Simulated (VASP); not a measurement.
# Y4N in VASP: a series of runs

Runs on Y4N. Level: PBE. Tasks: single point.

Program: VASP 6.6.1. These are calculated values, not measurements. Logs are shortened: lines on timing, memory, paths and dates and some standing lists are left out, and cuts for length are marked.

## 1. The slab as given

The cell holds a slab with vacuum, 10 atoms: a = 7.313 Å, b = 5.674 Å, c = 21.998 Å, α = 90.00°, β = 90.00°, γ = 90.00°.

## 2. Single point, PBE

Contents of INCAR:

```
SYSTEM = Y4N
  ALGO = Fast
  DIPOL = 0.5 0.5 0.309
  EDIFF = 1E-6
  ENCUT = 520
  GGA = PE
  IDIPOL = 3
  ISIF = 2
  ISMEAR = 0
  LASPH = .True.
  LCHARG = .False.
  LDIPOL = .True.
  LREAL = .False.
  LWAVE = .False.
  NBANDS = 60
  NELM = 80
  PREC = Accurate
  SIGMA = 0.1
```

Contents of KPOINTS:

```
k-points
0
Gamma
  4 5 1
  0 0 0
```

Contents of POSCAR:

```
Y4N
1.0
    7.3129608291      0.0000000000      0.0000000000
    0.0000000000      5.6740148963      0.0000000000
    0.0000000000      0.0000000000     21.9980757826
Y N
8 2
Direct
    0.0000000000      0.7500000000      0.1818340858
    0.5000000000      0.7500000000      0.1818340858
    0.2500000000      0.2500000000      0.2298171451
    0.7500000000      0.2500000000      0.2298171451
    0.2500000000      0.7500000000      0.3130925676
    0.7500000000      0.7500000000      0.3130925676
    0.0000000000      0.2500000000      0.3635806996
    0.5000000000      0.2500000000      0.3635806996
    0.3953228360      0.2500000000      0.4581344242
    0.6046771640      0.2500000000      0.4581344242
```

Potentials or basis: VASP PAW PBE potentials, release 64 (Y_sv, N).

The run is started by

```bash
> cat potpaw_PBE.64/Y_sv/POTCAR potpaw_PBE.64/N/POTCAR > POTCAR
> mpirun -np 1 vasp_std > vasp.out
```

OUTCAR:

```text
SYSTEM = Y4N
   EDIFF = 1E-6
   ENCUT = 520
   GGA = PE
   ISIF = 2
   ISMEAR = 0
   LASPH = .True.
   LREAL = .False.
   NELM = 80
   PREC = Accurate

 ion  position               nearest neighbor table
   1  0.000  0.750  0.182-   5 3.42   6 3.42   3 3.54   4 3.54   3 3.54   4 3.54   2 3.66   2 3.66

   2  0.500  0.750  0.182-   5 3.42   6 3.42   3 3.54   4 3.54   3 3.54   4 3.54   1 3.66   1 3.66

   3  0.250  0.250  0.230-   5 3.38   5 3.38   8 3.46   7 3.46   1 3.54   1 3.54   2 3.54   2 3.54
                             4 3.66   4 3.66
   4  0.750  0.250  0.230-   6 3.38   6 3.38   8 3.46   7 3.46   1 3.54   1 3.54   2 3.54   2 3.54
                             3 3.66   3 3.66
   5  0.250  0.750  0.313-   3 3.38   3 3.38   1 3.42   2 3.42   8 3.55   7 3.55   7 3.55   8 3.55
                             6 3.66   6 3.66
   6  0.750  0.750  0.313-   4 3.38   4 3.38   1 3.42   2 3.42   8 3.55   7 3.55   7 3.55   8 3.55
                             5 3.66   5 3.66
   7  0.000  0.250  0.364-   3 3.46   4 3.46   5 3.55   6 3.55   5 3.55   6 3.55   8 3.66   8 3.66

   8  0.500  0.250  0.364-   9 2.22  10 2.22   3 3.46   4 3.46   5 3.55   6 3.55   5 3.55   6 3.55
                             7 3.66   7 3.66
   9  0.395  0.250  0.458-  10 1.53   8 2.22
  10  0.605  0.250  0.458-   9 1.53   8 2.22

  LATTYP: Found a simple orthorhombic cell.
 ALAT       =     5.6740148963
 B/A-ratio  =     1.2888511861
 C/A-ratio  =     3.8769859059

  Lattice vectors:

 A1 = (   0.0000000000,  -5.6740148963,   0.0000000000)
 A2 = (   7.3129608291,   0.0000000000,   0.0000000000)
 A3 = (   0.0000000000,   0.0000000000,  21.9980757826)

Analysis of symmetry for initial positions (statically):
=====================================================================
 Subroutine PRICEL returns:
 Original cell was already a primitive cell.

 Routine SETGRP: Setting up the symmetry group for a
 simple orthorhombic supercell.

 Subroutine GETGRP returns: Found  4 space group operations
 (whereof  2 operations were pure point group operations)
 out of a pool of  8 trial point group operations.

The static configuration has the point symmetry C_1h.
 The point group associated with its full space group is C_2v.

Analysis of symmetry for dynamics (positions and initial velocities):
=====================================================================
 Subroutine PRICEL returns:
 Original cell was already a primitive cell.

 Routine SETGRP: Setting up the symmetry group for a
 simple orthorhombic supercell.

 Subroutine GETGRP returns: Found  4 space group operations
 (whereof  2 operations were pure point group operations)
 out of a pool of  8 trial point group operations.

The dynamic configuration has the point symmetry C_1h.
 The point group associated with its full space group is C_2v.

 Subroutine INISYM returns: Found  4 space group operations
 (whereof  2 operations are pure point group operations),
 and found     1 'primitive' translations

----------------------------------------------------------------------------------------

                                     Primitive cell

  volume of cell :     912.7848

  direct lattice vectors                    reciprocal lattice vectors
     7.312960829  0.000000000  0.000000000     0.136743519  0.000000000  0.000000000
     0.000000000  5.674014896  0.000000000     0.000000000  0.176242047  0.000000000
     0.000000000  0.000000000 21.998075783     0.000000000  0.000000000  0.045458521

  length of vectors
     7.312960829  5.674014896 21.998075783     0.136743519  0.176242047  0.045458521

  position of ions in fractional coordinates (direct lattice)
     0.000000000  0.750000000  0.181834086
     0.500000000  0.750000000  0.181834086
     0.250000000  0.250000000  0.229817145
     0.750000000  0.250000000  0.229817145
     0.250000000  0.750000000  0.313092568
     0.750000000  0.750000000  0.313092568
     0.000000000  0.250000000  0.363580700
     0.500000000  0.250000000  0.363580700
     0.395322836  0.250000000  0.458134424
     0.604677164  0.250000000  0.458134424

  ion indices of the primitive-cell ions
   primitive index   ion index
                 1           1
                 2           2
                 3           3
                 4           4
                 5           5
                 6           6
                 7           7
                 8           8
                 9           9
                10          10

----------------------------------------------------------------------------------------

 KPOINTS: k-points

Automatic generation of k-mesh.
 Grid dimensions read from file:
 generate k-points for:    4    5    1

 Generating k-lattice:

  Cartesian coordinates                     Fractional coordinates (reciprocal lattice)
     0.034185880  0.000000000  0.000000000     0.250000000  0.000000000  0.000000000
     0.000000000  0.035248409  0.000000000     0.000000000  0.200000000  0.000000000
     0.000000000  0.000000000  0.045458521     0.000000000  0.000000000  1.000000000

  Length of vectors
     0.034185880  0.035248409  0.045458521

  Shift w.r.t. Gamma in fractional coordinates (k-lattice)
     0.000000000  0.000000000  0.000000000

 Subroutine IBZKPT returns following result:
 ===========================================

 Found      9 irreducible k-points:

 Following reciprocal coordinates:
            Coordinates               Weight
  0.000000  0.000000  0.000000      1.000000
  0.250000  0.000000  0.000000      2.000000
  0.500000  0.000000  0.000000      1.000000
  0.000000  0.200000  0.000000      2.000000
  0.250000  0.200000  0.000000      4.000000
  0.500000  0.200000  0.000000      2.000000
  0.000000  0.400000  0.000000      2.000000
  0.250000  0.400000  0.000000      4.000000
  0.500000  0.400000  0.000000      2.000000
   k-points           NKPTS =      9   k-points in BZ     NKDIM =      9   number of bands    NBANDS=     60
   number of dos      NEDOS =    301   number of ions     NIONS =     10
   total plane-waves  NPLWV = 381024
   dimension x,y,z NGX =    54 NGY =   42 NGZ =  168
   dimension x,y,z NGXF=   108 NGYF=   84 NGZF=  336
   ions per type =               8   2
   NGX,Y,Z   is equivalent  to a cutoff of  12.28, 12.31, 12.70 a.u.
   NGXF,Y,Z  is equivalent  to a cutoff of  24.55, 24.61, 25.39 a.u.
 SYSTEM =  Y4N
   PREC   = accura    normal or accurate (medium, high low for compatibility)
   ISTART =      0    job   : 0-new  1-cont  2-samecut
   ICHARG =      2    charge: 1-file 2-atom 10-const
   ISPIN  =      1    spin polarized calculation?
   LNONCOLLINEAR =      F non collinear calculations
   LSORBIT =      F    spin-orbit coupling
   LASPH  =      T    aspherical Exc in radial PAW
   ENCUT  =  520.0 eV  38.22 Ry    6.18 a.u.  13.60 10.55 40.90*2*pi/ulx,y,z
   NELM   =     80;   NELMIN=  2; NELMDL= -5     # of ELM steps
   EDIFF  = 0.1E-05   stopping-criterion for ELM
   LREAL  =      F    real-space projection
   EDIFFG = 0.1E-04   stopping-criterion for IOM
   NSW    =      0    number of steps for IOM
   IBRION =     -1    ionic relax: 0-MD 1-quasi-New 2-CG
   NFREE  =      0    steps in history (QN), initial steepest desc. (CG)
   ISIF   =      2    stress and relaxation
   ISYM   =      2    0-nonsym 1-usesym 2-fastsym
   POTIM  = 0.5000    time-step for ionic-motion
   TEBEG  =    0.0;   TEEND  =   0.0 temperature during run
   PSTRESS=    0.0 pullay stress
   NELECT =      98.0000    total number of electrons
   NUPDOWN=      -1.0000    fix difference up-down
   EMIN   =  10.00;   EMAX   =-10.00  energy-range for DOS
   EFERMI =   0.00;   METHOD = LEGACY
   ISMEAR =     0;   SIGMA  =   0.10  broadening in eV -4-tet -1-fermi 0-gaus
   EFERMI_NEDOS =   21; number of points for ismear=-14 and -15
   IALGO  =     68    algorithm
   IMIX   =      4    mixing-type and parameters
     AMIX     =   0.40;   BMIX     =  1.00
     AMIX_MAG =   1.60;   BMIX_MAG =  1.00
  volume/ion in A,a.u.               =      91.28       615.98
  Fermi-wavevector in a.u.,A,eV,Ry     =   0.778086  1.470369  8.237201  0.605417
  Thomas-Fermi vector in A             =   1.880908
   LORBIT       =      0    0 simple, 1 ext, 2 COOP (PROOUT), +10 PAW based schemes
   GGA     = PE    functional components
   LHFCALC =     F    Hartree Fock is set to
   AEXX    =    0.0000 exact exchange contribution
   IVDW    =     0    specifies the selected vdW correction
   LEPSILON=     F    determine dielectric tensor
   LRPA    =     F    only Hartree local field effects (RPA)
 non-spin polarized calculation
 RMM-DIIS sequential band-by-band and
 Gauss-broadening in eV      SIGMA  =   0.10
  energy-cutoff  :      520.00
  volume of cell :      912.78
 maximum number of plane-waves:     24639
   NGX = 27   NGY = 21   NGZ = 81

 dipolmoment           0.000000      0.000000     -0.615368 electrons x Angstroem

 number of electron      97.9999992 magnetization

 dipolmoment           0.000000      0.000000      0.523591 electrons x Angstroem

 Free energy of the ion-electron system (eV)
  ---------------------------------------------------
  ext. energy  EPLUGINS =         0.00000000
  ---------------------------------------------------
  free energy    TOTEN  =       -61.09893490 eV

  energy without entropy =      -61.01167824  energy(sigma->0) =      -61.05530657

 E-fermi :  -1.9362     XC(G=0):  -3.6850

 val. band max:       -1.9622020531   @ k =   0.2500   0.4000   0.0000
 cond. band min:      -1.9342574590   @ k =   0.0000   0.0000   0.0000
 fundamental gap:      0.0279445941
 Fermi energy:        -1.9361660342

 k-point     1 :       0.0000    0.0000    0.0000
  band No.  band energies     occupation
      1     -45.2860      2.00000
      2     -45.0605      2.00000
      3     -45.0341      2.00000
      4     -44.6315      2.00000
      5     -44.6166      2.00000
      6     -44.5828      2.00000
[... 556 lines left out ...]
     59      -0.8752      0.00000
     60      -0.7001      0.00000

------------------------ aborting loop because EDIFF is reached ----------------------------------------

 vacuum level on the upper side and lower side of the slab       (xc-potential included)         1.101        -1.185

  FORCE on cell =-STRESS in cart. coord.  units (eV):
  Direction    XX          YY          ZZ          XY          YZ          ZX
  --------------------------------------------------------------------------------------
  -------------------------------------------------------------------------------------
  Total      -13.4458765      0.0245527      0.9603313      0.0000000      0.0000000      0.0000000
  in kB      -23.6010480      0.0430965      1.6856338      0.0000000      0.0000000      0.0000000
  external PRESSURE =      -7.2907725 kB  Pullay stress =       0.0000000 kB

 VOLUME and BASIS-vectors are now :
 -----------------------------------------------------------------------------
  energy-cutoff  :      520.00
  volume of cell :      912.78
      direct lattice vectors                 reciprocal lattice vectors
     7.312960829  0.000000000  0.000000000     0.136743519  0.000000000  0.000000000
     0.000000000  5.674014896  0.000000000     0.000000000  0.176242047  0.000000000
     0.000000000  0.000000000 21.998075783     0.000000000  0.000000000  0.045458521

 POSITION                                       TOTAL-FORCE (eV/Angst)
 -----------------------------------------------------------------------------------
      0.00000      4.25551      4.00000         0.000000      0.000000     -0.122800
      3.65648      4.25551      4.00000         0.000000      0.000000      0.067107
      1.82824      1.41850      5.05553        -0.099111      0.000000      0.021698
      5.48472      1.41850      5.05553         0.099111      0.000000      0.021698
      1.82824      4.25551      6.88743        -0.238091      0.000000     -0.169380
      5.48472      4.25551      6.88743         0.238091      0.000000     -0.169380
      0.00000      1.41850      7.99808         0.000000      0.000000      0.494016
      3.65648      1.41850      7.99808         0.000000      0.000000     -0.398573
      2.89098      1.41850     10.07808         7.220617      0.000000      0.127807
      4.42198      1.41850     10.07808        -7.220617      0.000000      0.127807
 -----------------------------------------------------------------------------------
    total drift:                                0.000000      0.000000     -0.000807

  FREE ENERGIE OF THE ION-ELECTRON SYSTEM (eV)
  ---------------------------------------------------
  free  energy   TOTEN  =       -61.0989349041 eV

  energy  without entropy=      -61.0116782356  energy(sigma->0) =      -61.05530657

 vacuum level on the upper side and lower side of the slab         3.477         1.137
```

Wall time 66 min (1 thread of Intel Xeon Platinum 8488C (Sapphire Rapids), shared host); peak memory 0.95 GiB.

Results:

* Free energy: -61.0989 eV
* Largest force: 7.222 eV/Å
* Band gap on the k mesh: none (metal or under the smearing width)

Forces on the atoms (eV/Å):
```
Y    0.000  0.000 -0.123
Y    0.000  0.000  0.067
Y   -0.099  0.000  0.022
Y    0.099  0.000  0.022
Y   -0.238  0.000 -0.169
Y    0.238  0.000 -0.169
Y    0.000  0.000  0.494
Y    0.000  0.000 -0.399
N    7.221  0.000  0.128
N   -7.221  0.000  0.128
```

Levels at points of the mesh, in eV from the Fermi level:
```csv
k point,band 47,band 48,band 49,band 50,band 51,band 52
"(0.00, 0.00, 0.00)",-0.36,-0.31,-0.23,0.00,0.05,0.11
"(0.50, 0.00, 0.00)",-0.35,-0.21,-0.08,0.08,0.10,0.34
```

## 3. Single point, PBE

Contents of INCAR:

```
PREC     = Accurate       # precision mode
ENCUT    = 520            # plane-wave cutoff, eV
EDIFF    = 1E-7           # SCF threshold, eV
ISMEAR   = 0              # smearing method
SIGMA    = 0.1            # smearing width, eV
LREAL    = F              # projectors in reciprocal space
LASPH    = T              # aspherical terms in the spheres
NELM     = 80             # most SCF steps
ALGO     = Fast           # electronic algorithm
ISIF     = 2              # what is computed and relaxed
LWAVE    = F              # write WAVECAR
LCHARG   = F              # write CHGCAR
LDIPOL   = T            
IDIPOL   = 3            
DIPOL    = 0.5 0.5 0.309
GGA      = PE             # functional
NBANDS   = 60             # bands
```

Contents of KPOINTS:

```
regular mesh
0
Gamma
  4 5 1
```

Changes to POSCAR since step 2:

```diff
@@ -16,3 +16,3 @@
     0.5000000000      0.2500000000      0.3635806996
-    0.3953228360      0.2500000000      0.4581344242
-    0.6046771640      0.2500000000      0.4581344242
+    0.4247910644      0.2500000000      0.4581344242
+    0.5752089356      0.2500000000      0.4581344242
```

Potentials or basis: VASP PAW PBE potentials, release 64 (Y_sv, N).

The run is started by

```bash
> cat potpaw_PBE.64/Y_sv/POTCAR potpaw_PBE.64/N/POTCAR > POTCAR
> mpirun -np 1 vasp_std > vasp.out
```

Wall time 51 min (1 thread of Intel Xeon Platinum 8488C (Sapphire Rapids), shared host); peak memory 0.98 GiB.

The run converged. Its results:

```yaml
Free_energy: -62.5855 eV
Largest_force: 10.491 eV/Å
Band_gap_on_the_k_mesh: none (metal or under the smearing width)
```

Forces in eV/Å, atoms in the order of the input:
```
Y     0.000   0.000  -0.168
Y     0.000   0.000  -0.037
Y    -0.060   0.000   0.116
Y     0.060   0.000   0.116
Y    -0.096   0.000  -0.165
Y     0.096   0.000  -0.165
Y     0.000   0.000  -0.030
Y     0.000   0.000  -4.196
N   -10.243   0.000   2.265
N    10.243   0.000   2.265
```

Levels at points of the mesh, in eV from the Fermi level:
```
           k point  band 47  band 48  band 49  band 50  band 51  band 52
(0.00, 0.00, 0.00)    -0.42    -0.32    -0.26     0.05     0.05     0.14
(0.50, 0.00, 0.00)    -0.37    -0.20    -0.08     0.00     0.17     0.29
```

Caveat: the standard files for N, O and F lose accuracy on very short bonds.

## 4. Single point, PBE

Contents of INCAR:

```
SYSTEM = Y4N
ALGO = Fast
DIPOL = 0.5 0.5 0.306
EDIFF = 1E-6
ENCUT = 520
GGA = PE
IDIPOL = 3
ISIF = 2
ISMEAR = 0
LASPH = .True.
LCHARG = .False.
LDIPOL = .True.
LREAL = .False.
LWAVE = .False.
NBANDS = 60
NELM = 100
PREC = Accurate
SIGMA = 0.1
```

Contents of KPOINTS:

```
k-points
0
Gamma
  4 5 1
  0 0 0
```

Changes to POSCAR since step 3:

```diff
@@ -16,3 +16,3 @@
     0.5000000000      0.2500000000      0.3635806996
-    0.4247910644      0.2500000000      0.4581344242
-    0.5752089356      0.2500000000      0.4581344242
+    0.3232590014      0.2500000000      0.4435876974
+    0.6767409986      0.2500000000      0.4435876974
```

Potentials or basis: VASP PAW PBE potentials, release 64 (Y_sv, N).

The run is started by

```bash
> cat potpaw_PBE.64/Y_sv/POTCAR potpaw_PBE.64/N/POTCAR > POTCAR
> mpirun -np 1 vasp_std > vasp.out
```

OUTCAR:

```text
SYSTEM = Y4N
   EDIFF = 1E-6
   ENCUT = 520
   GGA = PE
   ISIF = 2
   ISMEAR = 0
   LASPH = .True.
   LREAL = .False.
   NELM = 100
   PREC = Accurate

 ion  position               nearest neighbor table
   1  0.000  0.750  0.182-   5 3.42   6 3.42   3 3.54   4 3.54   3 3.54   4 3.54   2 3.66   2 3.66

   2  0.500  0.750  0.182-   5 3.42   6 3.42   3 3.54   4 3.54   3 3.54   4 3.54   1 3.66   1 3.66

   3  0.250  0.250  0.230-   5 3.38   5 3.38   8 3.46   7 3.46   1 3.54   1 3.54   2 3.54   2 3.54
                             4 3.66   4 3.66
[... 789 lines left out ...]

 VOLUME and BASIS-vectors are now :
 -----------------------------------------------------------------------------
  energy-cutoff  :      520.00
  volume of cell :      912.78
      direct lattice vectors                 reciprocal lattice vectors
     7.312960829  0.000000000  0.000000000     0.136743519  0.000000000  0.000000000
     0.000000000  5.674014896  0.000000000     0.000000000  0.176242047  0.000000000
     0.000000000  0.000000000 21.998075783     0.000000000  0.000000000  0.045458521

 POSITION                                       TOTAL-FORCE (eV/Angst)
 -----------------------------------------------------------------------------------
      0.00000      4.25551      4.00000        -0.000000      0.000000     -0.109919
      3.65648      4.25551      4.00000        -0.000000      0.000000      0.056219
      1.82824      1.41850      5.05553        -0.054577      0.000000     -0.313351
      5.48472      1.41850      5.05553         0.054577      0.000000     -0.313351
      1.82824      4.25551      6.88743        -0.223811     -0.000000      0.385452
      5.48472      4.25551      6.88743         0.223811     -0.000000      0.385452
      0.00000      1.41850      7.99808        -0.000000      0.000000      2.406349
      3.65648      1.41850      7.99808        -0.000000      0.000000      2.309550
      2.36398      1.41850      9.75808        -0.217957      0.000000     -2.403201
      4.94898      1.41850      9.75808         0.217957      0.000000     -2.403201
 -----------------------------------------------------------------------------------
    total drift:                                0.000000      0.000000     -0.000615

  FREE ENERGIE OF THE ION-ELECTRON SYSTEM (eV)
  ---------------------------------------------------
  free  energy   TOTEN  =       -58.6460902948 eV

  energy  without entropy=      -58.5688758709  energy(sigma->0) =      -58.60748308

 vacuum level on the upper side and lower side of the slab         4.046         0.571
```

stdout:

```text
POSCAR found type information on POSCAR Y N
 POSCAR found :  2 types and      10 ions
 scaLAPACK will be used
 LDA part: xc-table for (Slater+PW92), standard interpolation
 POSCAR, INCAR and KPOINTS ok, starting setup
 FFT: planning ... GRIDC
 FFT: planning ... GRID_SOFT
 FFT: planning ... GRID
 WAVECAR not read
 entering main loop
WARNING in EDDRMM: call to ZHEGV failed, returncode =   6  3     20
```

Run time: 60 min. Hardware: 1 thread of Intel Xeon Platinum 8488C (Sapphire Rapids), shared host; peak memory 0.98 GiB.

Results:

```
Free energy            : -58.6461 eV
Largest force          : 2.413 eV/Å
Band gap on the k mesh : none (metal or under the smearing width)
```

Forces in eV/Å, atoms in the order of the input:
```
Y    0.000  0.000 -0.110
Y    0.000  0.000  0.056
Y   -0.055  0.000 -0.313
Y    0.055  0.000 -0.313
Y   -0.224  0.000  0.385
Y    0.224  0.000  0.385
Y    0.000  0.000  2.406
Y    0.000  0.000  2.310
N   -0.218  0.000 -2.403
N    0.218  0.000 -2.403
```
